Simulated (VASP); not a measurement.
# Ta (Im-3m) in VASP: notebook

One crystal, Ta, is run at these levels: LDA; tasks: relaxation of cell and atoms, electrostatic potential.

Program: VASP 6.6.1. These are calculated values, not measurements. Logs are shortened: lines on timing, memory, paths and dates and some standing lists are left out, and cuts for length are marked.

## 1. The structure

Symmetry: Im-3m, No. 229, cubic system. Conventional cell: a = 3.280 Å, b = 3.280 Å, c = 3.280 Å, α = 90.00°, β = 90.00°, γ = 90.00°. Ta (site symmetry m-3m) is surrounded by 8 Ta at 2.84 Å.

The cell was built by a generator and needn't be a form met in nature.

## 2. Relaxation of cell and atoms, LDA

Input file INCAR:

```
ALGO = Normal
EDIFF = 1E-6
EDIFFG = -0.005
ENCUT = 600
GGA = CA
IBRION = 2
ISIF = 3
ISMEAR = 1
LASPH = T
LCHARG = F
LREAL = F
LWAVE = F
NELM = 120
NSW = 60
PREC = Accurate
SIGMA = 0.1
```

Input file KPOINTS:

```
k-points
0
Gamma
  18 18 18
```

Input file POSCAR:

```
Ta
1.0
   -1.6400000000      1.6400000000      1.6400000000
    1.6400000000     -1.6400000000      1.6400000000
    1.6400000000      1.6400000000     -1.6400000000
Ta
1
Direct
    0.0000000000      0.0000000000      0.0000000000
```

Potentials or basis: VASP PAW LDA potentials, release 64 (Ta_pv).

The run is started by

```
$ cat potpaw_LDA.64/Ta_pv/POTCAR > POTCAR
$ mpirun -np 1 vasp_std > vasp.out
```

OUTCAR:

```text
EDIFF = 1E-6
   EDIFFG = -0.005
   ENCUT = 600
   GGA = CA
   IBRION = 2
   ISIF = 3
   ISMEAR = 1
   LASPH = T
   LREAL = F
   NELM = 120
   NSW = 60
   PREC = Accurate

 ion  position               nearest neighbor table
   1  0.000  0.000  0.000-

  LATTYP: Found a body centered cubic cell.
 ALAT       =     3.2800000000

  Lattice vectors:

 A1 = (  -1.6400000000,   1.6400000000,   1.6400000000)
 A2 = (   1.6400000000,  -1.6400000000,   1.6400000000)
 A3 = (   1.6400000000,   1.6400000000,  -1.6400000000)

Analysis of symmetry for initial positions (statically):
=====================================================================
 Subroutine PRICEL returns:
 Original cell was already a primitive cell.

 Routine SETGRP: Setting up the symmetry group for a
 body centered cubic supercell.

 Subroutine GETGRP returns: Found 48 space group operations
 (whereof 48 operations were pure point group operations)
 out of a pool of 48 trial point group operations.

The static configuration has the point symmetry O_h .

Analysis of symmetry for dynamics (positions and initial velocities):
=====================================================================
 Subroutine PRICEL returns:
 Original cell was already a primitive cell.

 Routine SETGRP: Setting up the symmetry group for a
 body centered cubic supercell.

 Subroutine GETGRP returns: Found 48 space group operations
 (whereof 48 operations were pure point group operations)
 out of a pool of 48 trial point group operations.

The dynamic configuration has the point symmetry O_h .

 Subroutine INISYM returns: Found 48 space group operations
 (whereof 48 operations are pure point group operations),
 and found     1 'primitive' translations

----------------------------------------------------------------------------------------

                                     Primitive cell

  volume of cell :      17.6438

  direct lattice vectors                    reciprocal lattice vectors
    -1.640000000  1.640000000  1.640000000     0.000000000  0.304878049  0.304878049
     1.640000000 -1.640000000  1.640000000     0.304878049  0.000000000  0.304878049
     1.640000000  1.640000000 -1.640000000     0.304878049  0.304878049  0.000000000

  length of vectors
     2.840563324  2.840563324  2.840563324     0.431162671  0.431162671  0.431162671

  position of ions in fractional coordinates (direct lattice)
     0.000000000  0.000000000  0.000000000

  ion indices of the primitive-cell ions
   primitive index   ion index
                 1           1

----------------------------------------------------------------------------------------

 KPOINTS: k-points

Automatic generation of k-mesh.
 Grid dimensions read from file:
 generate k-points for:   18   18   18

 Generating k-lattice:

  Cartesian coordinates                     Fractional coordinates (reciprocal lattice)
     0.000000000  0.016937669  0.016937669     0.055555556  0.000000000  0.000000000
     0.016937669  0.000000000  0.016937669     0.000000000  0.055555556  0.000000000
     0.016937669  0.016937669  0.000000000     0.000000000  0.000000000  0.055555556

  Length of vectors
     0.023953482  0.023953482  0.023953482

  Shift w.r.t. Gamma in fractional coordinates (k-lattice)
     0.000000000  0.000000000  0.000000000

 Subroutine IBZKPT returns following result:
 ===========================================

 Found    195 irreducible k-points:

 Following reciprocal coordinates:
            Coordinates               Weight
  0.000000  0.000000  0.000000      1.000000
  0.055556  0.000000  0.000000     12.000000
  0.111111  0.000000  0.000000     12.000000
  0.166667  0.000000  0.000000     12.000000
  0.222222  0.000000  0.000000     12.000000
  0.277778  0.000000  0.000000     12.000000
[... 16 lines left out ...]
  0.333333  0.111111  0.000000     48.000000
  0.388889  0.111111 -0.000000     48.000000
 [... further k-points ...]
   k-points           NKPTS =    195   k-points in BZ     NKDIM =    195   number of bands    NBANDS=      9
   number of dos      NEDOS =    301   number of ions     NIONS =      1
   total plane-waves  NPLWV =  13824
   dimension x,y,z NGX =    24 NGY =   24 NGZ =   24
   dimension x,y,z NGXF=    48 NGYF=   48 NGZF=   48
   ions per type =               1
   NGX,Y,Z   is equivalent  to a cutoff of  14.05, 14.05, 14.05 a.u.
   NGXF,Y,Z  is equivalent  to a cutoff of  28.09, 28.09, 28.09 a.u.
 SYSTEM =  unknown system
   PREC   = accura    normal or accurate (medium, high low for compatibility)
   ISTART =      0    job   : 0-new  1-cont  2-samecut
   ICHARG =      2    charge: 1-file 2-atom 10-const
   ISPIN  =      1    spin polarized calculation?
   LNONCOLLINEAR =      F non collinear calculations
   LSORBIT =      F    spin-orbit coupling
   LASPH  =      T    aspherical Exc in radial PAW
   ENCUT  =  600.0 eV  44.10 Ry    6.64 a.u.   5.67  5.67  5.67*2*pi/ulx,y,z
   NELM   =    120;   NELMIN=  2; NELMDL= -5     # of ELM steps
   EDIFF  = 0.1E-05   stopping-criterion for ELM
   LREAL  =      F    real-space projection
   EDIFFG = -.5E-02   stopping-criterion for IOM
   NSW    =     60    number of steps for IOM
   IBRION =      2    ionic relax: 0-MD 1-quasi-New 2-CG
   NFREE  =      1    steps in history (QN), initial steepest desc. (CG)
   ISIF   =      3    stress and relaxation
   ISYM   =      2    0-nonsym 1-usesym 2-fastsym
   POTIM  = 0.5000    time-step for ionic-motion
   TEBEG  =    0.0;   TEEND  =   0.0 temperature during run
   PSTRESS=    0.0 pullay stress
   NELECT =      11.0000    total number of electrons
   NUPDOWN=      -1.0000    fix difference up-down
   EMIN   =  10.00;   EMAX   =-10.00  energy-range for DOS
   EFERMI =   0.00;   METHOD = LEGACY
   ISMEAR =     1;   SIGMA  =   0.10  broadening in eV -4-tet -1-fermi 0-gaus
   EFERMI_NEDOS =   21; number of points for ismear=-14 and -15
   IALGO  =     38    algorithm
   IMIX   =      4    mixing-type and parameters
     AMIX     =   0.40;   BMIX     =  1.00
     AMIX_MAG =   1.60;   BMIX_MAG =  1.00
  volume/ion in A,a.u.               =      17.64       119.07
  Fermi-wavevector in a.u.,A,eV,Ry     =   1.398541  2.642859 26.611867  1.955917
  Thomas-Fermi vector in A             =   2.521689
   LORBIT       =      0    0 simple, 1 ext, 2 COOP (PROOUT), +10 PAW based schemes
   GGA     = CA    functional components
   LHFCALC =     F    Hartree Fock is set to
   AEXX    =    0.0000 exact exchange contribution
   IVDW    =     0    specifies the selected vdW correction
   LEPSILON=     F    determine dielectric tensor
   LRPA    =     F    only Hartree local field effects (RPA)
 conjugate gradient relaxation of ions
 non-spin polarized calculation
 Methfessel and Paxton  Order N= 1 SIGMA  =   0.10
  energy-cutoff  :      600.00
  volume of cell :       17.64
 maximum number of plane-waves:       603
   NGX = 11   NGY = 11   NGZ = 11

--------------------------------------- Ionic step        1  -------------------------------------------

 number of electron      11.0000002 magnetization

 Free energy of the ion-electron system (eV)
  ---------------------------------------------------
  ext. energy  EPLUGINS =         0.00000000
  ---------------------------------------------------
  free energy    TOTEN  =       -12.82504320 eV

  energy without entropy =      -12.82510222  energy(sigma->0) =      -12.82506288

------------------------ aborting loop because EDIFF is reached ----------------------------------------

  FORCE on cell =-STRESS in cart. coord.  units (eV):
  Direction    XX          YY          ZZ          XY          YZ          ZX
  --------------------------------------------------------------------------------------
  -------------------------------------------------------------------------------------
  Total       -0.4926860     -0.4926860     -0.4926860      0.0000000      0.0000000      0.0000000
  in kB      -44.7393105    -44.7393105    -44.7393105      0.0000000      0.0000000      0.0000000
  external PRESSURE =     -44.7393105 kB  Pullay stress =       0.0000000 kB
[... 90 lines left out ...]
  energy  without entropy=      -12.8302764569  energy(sigma->0) =      -12.83026262

--------------------------------------- Ionic step        4  -------------------------------------------

 number of electron      11.0000000 magnetization

 Free energy of the ion-electron system (eV)
  ---------------------------------------------------
  ext. energy  EPLUGINS =         0.00000000
  ---------------------------------------------------
  free energy    TOTEN  =       -12.83025925 eV

  energy without entropy =      -12.83027533  energy(sigma->0) =      -12.83026461

 E-fermi :   5.7450     XC(G=0): -13.0078

 val. band max:        5.7449312576   @ k =  -0.2222   0.2222   0.0556
 cond. band min:       5.7453692579   @ k =  -0.3333   0.3333   0.1667
 fundamental gap:      0.0004380003
 Fermi energy:         5.7450243553

 k-point     1 :       0.0000    0.0000    0.0000
  band No.  band energies     occupation
      1     -26.9887      2.00000
      2     -26.9887      2.00000
      3     -26.9887      2.00000
      4      -2.2484      2.00000
      5       6.4149     -0.00000
      6       6.4149     -0.00000
      7       6.4149     -0.00000
      8       9.8239      0.00000
      9       9.8239      0.00000
[... 265 lines left out ...]
 k-point    24 :       0.3889    0.1111   -0.0000
  band No.  band energies     occupation
      1     -28.2730      2.00000
      2     -27.4664      2.00000
      3     -27.0592      2.00000
      4       1.6164      2.00000
      5       4.1757      2.00000
      6       6.6254     -0.00000
      7       9.5957      0.00000
      8      10.9639      0.00000
      9      14.0254      0.00000

 [... further k-points ...]

------------------------ aborting loop because EDIFF is reached ----------------------------------------

  FORCE on cell =-STRESS in cart. coord.  units (eV):
  Direction    XX          YY          ZZ          XY          YZ          ZX
  --------------------------------------------------------------------------------------
  -------------------------------------------------------------------------------------
  Total       -0.0012410     -0.0012410     -0.0012410      0.0000000     -0.0000000     -0.0000000
  in kB       -0.1150614     -0.1150614     -0.1150614      0.0000000     -0.0000000     -0.0000000
  external PRESSURE =      -0.1150614 kB  Pullay stress =       0.0000000 kB
[... 16 lines left out ...]
  FREE ENERGIE OF THE ION-ELECTRON SYSTEM (eV)
  ---------------------------------------------------
  free  energy   TOTEN  =       -12.8302592465 eV

  energy  without entropy=      -12.8302753320  energy(sigma->0) =      -12.83026461

 reached required accuracy - stopping structural energy minimisation
```

Wall time 28 s (1 thread of Intel Xeon Platinum 8488C (Sapphire Rapids), shared host); peak memory 0.17 GiB.

Results:

```
Free energy                            : -12.8303 eV
Relaxed volume                         : 17.28 Å³/atom
Relaxed cell                           : a = 2.821 Å, b = 2.821 Å, c = 2.821 Å, α = 109.47°, β = 109.47°, γ = 109.47°
Space group after relaxing (to 0.05 Å) : Im-3m (No. 229)
Energy gained by relaxing              : 5.2 meV/atom
Ionic steps                            : 4
Pressure after relaxing                : 0.0 GPa
Band gap on the k mesh                 : none (metal or under the smearing width)
```

Step by step:
```
step  energy change (eV)  largest force (eV/Å)  pressure (GPa)  volume (Å³)
   1              0.0000                0.0000           -4.47        17.64
   2              0.0277                0.0000           12.62        16.42
   3             -0.0052                0.0000           -0.12        17.29
   4             -0.0052                0.0000           -0.01        17.28
```

Final structure:
```
Ta
1.0
    -1.62866    1.62866    1.62866
     1.62866   -1.62866    1.62866
     1.62866    1.62866   -1.62866
Ta
1
Direct
  0.00000 0.00000 0.00000
```

Levels at points of the mesh, in eV from the Fermi level:
| k point | band 2 | band 3 | band 4 | band 5 | band 6 | band 7 | band 8 | band 9 |
| --- | --- | --- | --- | --- | --- | --- | --- | --- |
| (0.00, 0.00, 0.00) | -32.73 | -32.73 | -7.99 | 0.67 | 0.67 | 0.67 | 4.08 | 4.08 |
| (0.50, 0.00, 0.00) | -33.17 | -32.74 | -4.56 | -1.71 | 1.94 | 3.99 | 5.05 | 8.17 |
| (0.50, 0.50, 0.50) | -33.68 | -33.68 | -4.07 | -4.07 | 7.13 | 7.13 | 7.13 | 9.14 |

The run has no spin-orbit coupling, so splittings on Ta are missing.

## 3. Electrostatic potential, LDA

This run uses another cell than the first one, of 17.28 Å³/atom, 0.979 times its volume.

Input file INCAR:

```
PREC = Accurate
ENCUT = 520
EDIFF = 1E-6
ISMEAR = 1
SIGMA = 0.1
LREAL = F
LASPH = T
NELM = 100
ALGO = Normal
ISIF = 2
LWAVE = F
LCHARG = T
GGA = CA
LVHAR = T
```

Input file KPOINTS:

```
Automatic mesh
0
Gamma
  18 18 18
```

Input file POSCAR:

```
Ta                                      
1.0
   -1.6286593431      1.6286593431      1.6286593431
    1.6286593431     -1.6286593431      1.6286593431
    1.6286593431      1.6286593431     -1.6286593431
  Ta            
     1
Direct
     1.0000000000000000    0.0000000000000000    0.0000000000000000
```

Potentials or basis: VASP PAW LDA potentials, release 64 (Ta_pv).

The run is started by

```
$ cat potpaw_LDA.64/Ta_pv/POTCAR > POTCAR
$ mpirun -np 1 vasp_std > vasp.out
```

Run time: 10 s. Hardware: 1 thread of Intel Xeon Platinum 8488C (Sapphire Rapids), shared host; peak memory 0.15 GiB.

Results (log left out):

| Quantity | Value |
| --- | --- |
| Free energy | -12.8301 eV |
| Pressure | 0.0 GPa |
| Band gap on the k mesh | none (metal or under the smearing width) |

Levels at points of the mesh, in eV from the Fermi level:
```tsv
k point	band 2	band 3	band 4	band 5	band 6	band 7	band 8	band 9
(0.00, 0.00, 0.00)	-32.73	-32.73	-7.99	0.67	0.67	0.67	4.08	4.08
(0.50, 0.00, 0.00)	-33.17	-32.74	-4.56	-1.71	1.94	3.99	5.05	8.16
(0.50, 0.50, 0.50)	-33.68	-33.68	-4.07	-4.07	7.13	7.13	7.13	9.14
```

## 4. Relaxation of cell and atoms, LDA

Input file INCAR:

```
PREC = Accurate ; ENCUT = 600
EDIFF = 1E-6 ; ISMEAR = 1
SIGMA = 0.1 ; LREAL = F
LASPH = T ; NELM = 120
ALGO = Fast ; ISIF = 3
LWAVE = F ; LCHARG = F
GGA = CA ; IBRION = 2
NSW = 60 ; EDIFFG = -0.005
```

KPOINTS is that of step 3.

Input file POSCAR:

```
Ta
1.0
   -1.6400000000      1.6400000000      1.6400000000
    1.6400000000     -1.6400000000      1.6400000000
    1.6400000000      1.6400000000     -1.6400000000
Ta
1
Direct
    0.0000000000      0.0000000000      0.0000000000
```

The run is started by

```
$ cat potpaw_LDA.64/Ta_pv/POTCAR > POTCAR
$ mpirun -np 1 vasp_std > vasp.out
```

Wall time 27 s (1 thread of Intel Xeon 6975P-C (Granite Rapids), shared host); peak memory 0.17 GiB.

The run converged. Its results:

```yaml
Free_energy: -12.8303 eV
Relaxed_volume: 17.28 Å³/atom
Relaxed_cell: a = 2.821 Å, b = 2.821 Å, c = 2.821 Å, α = 109.47°, β = 109.47°, γ = 109.47°
Space_group_after_relaxing_to_0.05_Å: Im-3m (No. 229)
Energy_gained_by_relaxing: 5.2 meV/atom
Ionic_steps: 4
Pressure_after_relaxing: 0.0 GPa
Band_gap_on_the_k_mesh: none (metal or under the smearing width)
```

The path:
```csv
step,energy change (eV),largest force (eV/Å),pressure (GPa),volume (Å³)
1,0.0000,0.0000,-4.47,17.64
2,0.0276,0.0000,12.68,16.42
3,-0.0052,0.0000,-0.11,17.29
4,-0.0052,0.0000,-0.02,17.28
```

Final structure:
```
Ta
1.0
    -1.62863    1.62863    1.62863
     1.62863   -1.62863    1.62863
     1.62863    1.62863   -1.62863
Ta
1
Direct
  0.00000 0.00000 0.00000
```

Levels at points of the mesh, in eV from the Fermi level:
```tsv
k point	band 3	band 4	band 5	band 6	band 7	band 8
(0.00, 0.00, 0.00)	-32.73	-7.99	0.67	0.67	0.67	4.08
(0.50, 0.00, 0.00)	-32.74	-4.56	-1.71	1.94	3.99	5.05
(0.50, 0.50, 0.50)	-33.68	-4.07	-4.07	7.13	7.13	7.13
```

The run has no spin-orbit coupling, so splittings on Ta are missing.

## 5. Electrostatic potential, LDA

This run uses another cell than the first one, of 17.28 Å³/atom, 0.979 times its volume.

Input file INCAR:

```
ALGO     = Fast           # electronic algorithm
EDIFF    = 1E-6           # SCF threshold, eV
ENCUT    = 520            # plane-wave cutoff, eV
GGA      = CA             # functional
ISIF     = 2              # what is computed and relaxed
ISMEAR   = 1              # smearing method
LASPH    = T              # aspherical terms in the spheres
LCHARG   = T              # write CHGCAR
LREAL    = F              # projectors in reciprocal space
LVHAR    = T            
LWAVE    = F              # write WAVECAR
NELM     = 60             # most SCF steps
PREC     = Accurate       # precision mode
SIGMA    = 0.1            # smearing width, eV
```

Input file KPOINTS:

```
k-points
0
Gamma
  18 18 18
```

Input file POSCAR:

```
Ta                                      
1.0
   -1.6286344337      1.6286344337      1.6286344337
    1.6286344337     -1.6286344337      1.6286344337
    1.6286344337      1.6286344337     -1.6286344337
  Ta            
     1
Direct
     0.0000000000000000    0.0000000000000000    0.0000000000000000
```

The run is started by

```
$ cat potpaw_LDA.64/Ta_pv/POTCAR > POTCAR
$ mpirun -np 1 vasp_std > vasp.out
```

Wall time 9.7 s (1 thread of Intel Xeon 6975P-C (Granite Rapids), shared host); peak memory 0.15 GiB.

Results (log left out):

```yaml
Free_energy: -12.8301 eV
Pressure: 0.0 GPa
Band_gap_on_the_k_mesh: none (metal or under the smearing width)
```

Levels at points of the mesh, in eV from the Fermi level:
| k point | band 2 | band 3 | band 4 | band 5 | band 6 | band 7 | band 8 | band 9 |
| --- | --- | --- | --- | --- | --- | --- | --- | --- |
| (0.00, 0.00, 0.00) | -32.73 | -32.73 | -7.99 | 0.67 | 0.67 | 0.67 | 4.08 | 4.08 |
| (0.50, 0.00, 0.00) | -33.17 | -32.74 | -4.56 | -1.71 | 1.94 | 3.99 | 5.05 | 8.17 |
| (0.50, 0.50, 0.50) | -33.68 | -33.68 | -4.07 | -4.07 | 7.13 | 7.13 | 7.13 | 9.14 |
